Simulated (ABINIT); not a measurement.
# SnTe (Fm-3m) in ABINIT: equation of state

How stiff is SnTe in PBE, and what volume does it want? The cell is scaled to several volumes.

Everything below comes from runs of ABINIT 10.8.3 (patched build). Logs are shortened: lines on timing, memory, paths and dates and some standing lists are left out, and cuts for length are marked. The log counts tension as positive stress, the text compression.

## 1. The structure

The structure is cubic, space group Fm-3m (No. 225). The conventional cell has a = 6.302 Å, b = 6.302 Å, c = 6.302 Å, α = 90.00°, β = 90.00°, γ = 90.00°. Around Te (site symmetry m-3m) lie 6 Sn at 3.15 Å. Sn (site symmetry m-3m) has 6 Te at 3.15 Å as nearest neighbours.

## 2. Equation of state, PBE

Contents of run.abi:

```
# Datasets: one volume each
ndtset 7
getwfk -1
scalecart1 3*0.9795861087
scalecart2 3*0.9864848297
scalecart3 3*0.9932883884
scalecart4 3*1.0000000000
scalecart5 3*1.0066227096
scalecart6 3*1.0131594038
scalecart7 3*1.0196128224

# Pseudopotentials
pp_dirpath "./"
pseudos "Te.GGA_PBE-JTH.xml, Sn.GGA_PBE-JTH.xml"

# Structure
acell 3*1.0 Angstrom
rprim
     0.0000000000     3.1508500000     3.1508500000
     3.1508500000     0.0000000000     3.1508500000
     3.1508500000     3.1508500000     0.0000000000
ntypat 2
znucl 52 50
natom 2
typat 1 2
xred
     0.5000000000     0.5000000000     0.5000000000
     0.0000000000     0.0000000000     0.0000000000

# Plane-wave basis
ecut 408.170794 eV
pawecutdg 30.0

# k points
kptopt 1
ngkpt 7 7 7
nshiftk 1
shiftk 0.0 0.0 0.0

# Exchange and correlation
ixc 11

# Bands and occupations
nband 14
occopt 3
tsmear 0.05 eV

# SCF cycle
nstep 100
tolvrs 1.0e-9

# Output
iomode 3
prtwf 1
prtden 0
prteig 0
prtebands 0
```

Potentials or basis: JTH PAW PBE v2.0.

Started as:

```sh
$ abinit run.abi > log 2>&1
```

run.abo:

```text
.Version 10.8.3 of ABINIT
 DATASET    1 : space group Fm -3 m (#225); Bravais cF (face-center cubic)
================================================================================
 Values of the parameters that define the memory need for DATASET  1.
     intxc =       0    ionmov =       0      iscf =      17    lmnmax =      18
     lnmax =       6     mgfft =      30  mpssoang =       3    mqgrid =    3001
     natom =       2  nloc_mem =       2    nspden =       1   nspinor =       1
    nsppol =       1      nsym =      48    n1xccc =       1    ntypat =       2
    occopt =       3   xclevel =       2
       mpw =        1117          nfft =       27000          nkpt =          20
 PAW method is used; the additional fine FFT grid is defined by:
   mgfftf=        45    nfftf =     91125
================================================================================
================================================================================
[... 71 lines left out ...]
 DATASET    7 : space group Fm -3 m (#225); Bravais cF (face-center cubic)
================================================================================
 Values of the parameters that define the memory need for DATASET  7.
     intxc =       0    ionmov =       0      iscf =      17    lmnmax =      18
     lnmax =       6     mgfft =      30  mpssoang =       3    mqgrid =    3001
     natom =       2  nloc_mem =       2    nspden =       1   nspinor =       1
    nsppol =       1      nsym =      48    n1xccc =       1    ntypat =       2
    occopt =       3   xclevel =       2
       mpw =        1267          nfft =       27000          nkpt =          20
 PAW method is used; the additional fine FFT grid is defined by:
   mgfftf=        45    nfftf =     91125
================================================================================
================================================================================

--------------------------------------------------------------------------------
------------- Echo of variables that govern the present computation ------------
--------------------------------------------------------------------------------
 -outvars: echo values of preprocessed input variables --------
            acell      1.8897261259E+00  1.8897261259E+00  1.8897261259E+00 Bohr
              amu      1.27600000E+02  1.18710000E+02
             ecut      1.50000000E+01 Hartree
           getwfk          -1
              ixc          11
           jdtset        1    2    3    4    5    6    7
         kptrlatt        7    0    0      0    7    0      0    0    7
          kptrlen1     5.77407275E+01
          kptrlen2     5.81473658E+01
          kptrlen3     5.85483948E+01
          kptrlen4     5.89440040E+01
          kptrlen5     5.93343730E+01
          kptrlen6     5.97196720E+01
          kptrlen7     6.01000623E+01
            natom           2
            nband          14
           ndtset           7
            ngfft          30      30      30
          ngfftdg          45      45      45
             nkpt          20
            nstep         100
             nsym          48
           ntypat           2
           occopt           3
        pawecutdg      3.00000000E+01 Hartree
         pawxcdev           0
           prtden           0
        prtebands           0
           prteig           0
            rprim1     0.0000000000E+00  3.0865288906E+00  3.0865288906E+00
                       3.0865288906E+00  0.0000000000E+00  3.0865288906E+00
                       3.0865288906E+00  3.0865288906E+00  0.0000000000E+00
            rprim2     0.0000000000E+00  3.1082657257E+00  3.1082657257E+00
                       3.1082657257E+00  0.0000000000E+00  3.1082657257E+00
                       3.1082657257E+00  3.1082657257E+00  0.0000000000E+00
            rprim3     0.0000000000E+00  3.1297027186E+00  3.1297027186E+00
                       3.1297027186E+00  0.0000000000E+00  3.1297027186E+00
                       3.1297027186E+00  3.1297027186E+00  0.0000000000E+00
            rprim4     0.0000000000E+00  3.1508500000E+00  3.1508500000E+00
                       3.1508500000E+00  0.0000000000E+00  3.1508500000E+00
                       3.1508500000E+00  3.1508500000E+00  0.0000000000E+00
            rprim5     0.0000000000E+00  3.1717171645E+00  3.1717171645E+00
                       3.1717171645E+00  0.0000000000E+00  3.1717171645E+00
                       3.1717171645E+00  3.1717171645E+00  0.0000000000E+00
            rprim6     0.0000000000E+00  3.1923133075E+00  3.1923133075E+00
                       3.1923133075E+00  0.0000000000E+00  3.1923133075E+00
                       3.1923133075E+00  3.1923133075E+00  0.0000000000E+00
            rprim7     0.0000000000E+00  3.2126470615E+00  3.2126470615E+00
                       3.2126470615E+00  0.0000000000E+00  3.2126470615E+00
                       3.2126470615E+00  3.2126470615E+00  0.0000000000E+00
          spgroup         225
           tolvrs      1.00000000E-09
           tsmear      1.83746611E-03 Hartree
            typat      1  2
           useylm           1
           xangst1     3.0865288906E+00  3.0865288906E+00  3.0865288906E+00
                       0.0000000000E+00  0.0000000000E+00  0.0000000000E+00
           xangst2     3.1082657257E+00  3.1082657257E+00  3.1082657257E+00
                       0.0000000000E+00  0.0000000000E+00  0.0000000000E+00
           xangst3     3.1297027186E+00  3.1297027186E+00  3.1297027186E+00
                       0.0000000000E+00  0.0000000000E+00  0.0000000000E+00
           xangst4     3.1508500000E+00  3.1508500000E+00  3.1508500000E+00
                       0.0000000000E+00  0.0000000000E+00  0.0000000000E+00
           xangst5     3.1717171645E+00  3.1717171645E+00  3.1717171645E+00
                       0.0000000000E+00  0.0000000000E+00  0.0000000000E+00
           xangst6     3.1923133075E+00  3.1923133075E+00  3.1923133075E+00
                       0.0000000000E+00  0.0000000000E+00  0.0000000000E+00
           xangst7     3.2126470615E+00  3.2126470615E+00  3.2126470615E+00
                       0.0000000000E+00  0.0000000000E+00  0.0000000000E+00
            xcart1     5.8326942829E+00  5.8326942829E+00  5.8326942829E+00
                       0.0000000000E+00  0.0000000000E+00  0.0000000000E+00
            xcart2     5.8737709480E+00  5.8737709480E+00  5.8737709480E+00
                       0.0000000000E+00  0.0000000000E+00  0.0000000000E+00
            xcart3     5.9142809936E+00  5.9142809936E+00  5.9142809936E+00
                       0.0000000000E+00  0.0000000000E+00  0.0000000000E+00
            xcart4     5.9542435638E+00  5.9542435638E+00  5.9542435638E+00
                       0.0000000000E+00  0.0000000000E+00  0.0000000000E+00
            xcart5     5.9936767898E+00  5.9936767898E+00  5.9936767898E+00
                       0.0000000000E+00  0.0000000000E+00  0.0000000000E+00
            xcart6     6.0325978592E+00  6.0325978592E+00  6.0325978592E+00
                       0.0000000000E+00  0.0000000000E+00  0.0000000000E+00
            xcart7     6.0710230854E+00  6.0710230854E+00  6.0710230854E+00
                       0.0000000000E+00  0.0000000000E+00  0.0000000000E+00
             xred      5.0000000000E-01  5.0000000000E-01  5.0000000000E-01
                       0.0000000000E+00  0.0000000000E+00  0.0000000000E+00
            znucl       52.00000   50.00000

================================================================================

 chkinp: Checking input parameters for consistency, jdtset=   1.

 chkinp: Checking input parameters for consistency, jdtset=   2.
[... 40 lines left out ...]
 getcut: wavevector=  0.0000  0.0000  0.0000  ngfft=  45  45  45
         ecut(hartree)=     30.000   => boxcut(ratio)=   2.16343

--- Pseudopotential description ------------------------------------------------
- pspini: atom type   1  psp file is ./Te.GGA_PBE-JTH.xml
 Pseudopotential format is: paw10
 basis_size (lnmax)=  4 (lmn_size=  8), orbitals=   0   0   1   1
 Spheres core radius: rc_sph= 2.31107438
 Shapefunction is SIN type: shapef(r)=[sin(pi*r/rshp)/(pi*r/rshp)]**2
 Radius for shape functions =  2.10488624
 Compensation charge density is not taken into account in XC energy/potential

- pspini: atom type   2  psp file is ./Sn.GGA_PBE-JTH.xml
 Pseudopotential format is: paw10
 basis_size (lnmax)=  6 (lmn_size= 18), orbitals=   0   0   1   1   2   2
 Spheres core radius: rc_sph= 2.51086398
 Shapefunction is BESSEL type: shapef(r,l)=aa(1,l)*jl(q(1,l)*r)+aa(2,l)*jl(q(2,l)*r)
 Radius for shape functions =  1.40702157
 Compensation charge density is not taken into account in XC energy/potential

   2.71771569E+03                                ecore*ucvol(ha*bohr**3)
--------------------------------------------------------------------------------

================================================================================

--- !BeginCycle
iteration_state: {dtset: 1, }
solver: {iscf: 17, nstep: 100, nline: 4, wfoptalg: 10, }
tolerances: {tolvrs: 1.00E-09, }
...
[... 1232 lines left out ...]
-Cartesian components of stress tensor (GPa)         [Pressure= -4.9599E-01 GPa]
- sigma(1 1)=  4.95991532E-01  sigma(3 2)=  0.00000000E+00
- sigma(2 2)=  4.95991532E-01  sigma(3 1)=  0.00000000E+00
- sigma(3 3)=  4.95991532E-01  sigma(2 1)=  0.00000000E+00

== END DATASET(S) ==============================================================
================================================================================

 -outvars: echo values of variables after computation  --------
            acell      1.8897261259E+00  1.8897261259E+00  1.8897261259E+00 Bohr
           etotal1    -7.8050896075E+01
           etotal2    -7.8052347261E+01
           etotal3    -7.8053444927E+01
           etotal4    -7.8054222378E+01
           etotal5    -7.8054714705E+01
           etotal6    -7.8054945498E+01
           etotal7    -7.8054937718E+01
            fcart1    -0.0000000000E+00 -0.0000000000E+00 -0.0000000000E+00
                      -0.0000000000E+00 -0.0000000000E+00 -0.0000000000E+00
            fcart2    -0.0000000000E+00 -0.0000000000E+00 -0.0000000000E+00
                      -0.0000000000E+00 -0.0000000000E+00 -0.0000000000E+00
            fcart3    -0.0000000000E+00 -0.0000000000E+00 -0.0000000000E+00
                      -0.0000000000E+00 -0.0000000000E+00 -0.0000000000E+00
            fcart4    -0.0000000000E+00 -0.0000000000E+00 -0.0000000000E+00
                      -0.0000000000E+00 -0.0000000000E+00 -0.0000000000E+00
            fcart5    -0.0000000000E+00 -0.0000000000E+00 -0.0000000000E+00
                      -0.0000000000E+00 -0.0000000000E+00 -0.0000000000E+00
[... 38 lines left out ...]
                       0.0000000000E+00  0.0000000000E+00  0.0000000000E+00
           xangst1     3.0865288906E+00  3.0865288906E+00  3.0865288906E+00
                       0.0000000000E+00  0.0000000000E+00  0.0000000000E+00
           xangst2     3.1082657257E+00  3.1082657257E+00  3.1082657257E+00
                       0.0000000000E+00  0.0000000000E+00  0.0000000000E+00
           xangst3     3.1297027186E+00  3.1297027186E+00  3.1297027186E+00
                       0.0000000000E+00  0.0000000000E+00  0.0000000000E+00
           xangst4     3.1508500000E+00  3.1508500000E+00  3.1508500000E+00
                       0.0000000000E+00  0.0000000000E+00  0.0000000000E+00
           xangst5     3.1717171645E+00  3.1717171645E+00  3.1717171645E+00
                       0.0000000000E+00  0.0000000000E+00  0.0000000000E+00
           xangst6     3.1923133075E+00  3.1923133075E+00  3.1923133075E+00
                       0.0000000000E+00  0.0000000000E+00  0.0000000000E+00
           xangst7     3.2126470615E+00  3.2126470615E+00  3.2126470615E+00
                       0.0000000000E+00  0.0000000000E+00  0.0000000000E+00
             xred      5.0000000000E-01  5.0000000000E-01  5.0000000000E-01
                       0.0000000000E+00  0.0000000000E+00  0.0000000000E+00
 Calculation completed.
```

Run time: 67 s. Hardware: 1 thread of Arm Neoverse V2, shared host; peak memory 0.14 GiB.

What came out:

```yaml
Equilibrium_volume: 32.82 Å³/atom
Bulk_modulus: 41 GPa
Pressure_derivative_of_the_bulk_modulus: 4.2
```

Energy against volume, from the lowest point:
| volume (Å³/atom) | energy (meV/atom) |
| --- | --- |
| 29.404 | 55.10 |
| 30.030 | 35.35 |
| 30.656 | 20.42 |
| 31.281 | 9.84 |
| 31.907 | 3.14 |
| 32.532 | 0.00 |
| 33.158 | 0.11 |

Caveat: the cutoff is too short for stress, so the log's stress isn't used; pressures at fixed basis lie under the slope of the energies. Zero-point motion and thermal expansion aren't in these numbers.
